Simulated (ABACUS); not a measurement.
# MgSi under changes of volume

One of the cells (17.692 Å³/atom); the others are scaled copies at fixed shape and fractional positions:

```
CELL_PARAMETERS angstrom
1.50251 -5.42602 0.00000
1.50251 5.42602 0.00000
0.00000 0.00000 4.34018
ATOMIC_POSITIONS crystal
Si 0.57064 0.42936 0.75000
Si 0.42936 0.57064 0.25000
Mg 0.16838 0.83162 0.25000
Mg 0.83162 0.16838 0.75000
```

The cell comes from a database or a generator and needn't be the stable form of this composition.

* Program: ABACUS 3.10.1
* Functional: PBEsol
* Potentials or basis: PseudoDojo NC SR 0.4.1 PBEsol standard
* Cutoff: 1143 eV
* Density cutoff: 4572 eV
* Basis: plane waves
* k mesh: 9 × 9 × 6
* Occupations: fermi-dirac, width 0.05 eV
* Spin: no spin polarisation

```tsv
volume (Å³/atom)	energy over the lowest point (meV/atom)	pressure (GPa)	largest force (eV/Å)
16.630	5.59	2.8	0.167
16.984	1.18	1.2	0.166
17.338	0.00	-0.1	0.168
17.692	1.67	-1.4	0.171
18.046	?	?	?
18.400	12.47	-3.5	0.185
18.754	21.08	-4.4	0.194
```

**Question.** What does the run at 18.046 Å³/atom give?

**Answer.** Energy over the lowest point 5.94 meV/atom; pressure -2.5 GPa; largest force 0.174 eV/Å.

Worked out: A Birch-Murnaghan fit of order 3 (a polynomial in V^(-2/3)) to the other rows has its minimum at 17.30 Å³/atom with B0 = V·E''(V) = 64 GPa and B' = 4.4 at fixed shape and positions, which overstates the stiffness. It gives 5.92 meV/atom at 18.046 Å³/atom, against the run's 5.94, and -dE/dV = -2.5 GPa, against -2.5.

Energies are extrapolated to zero smearing.
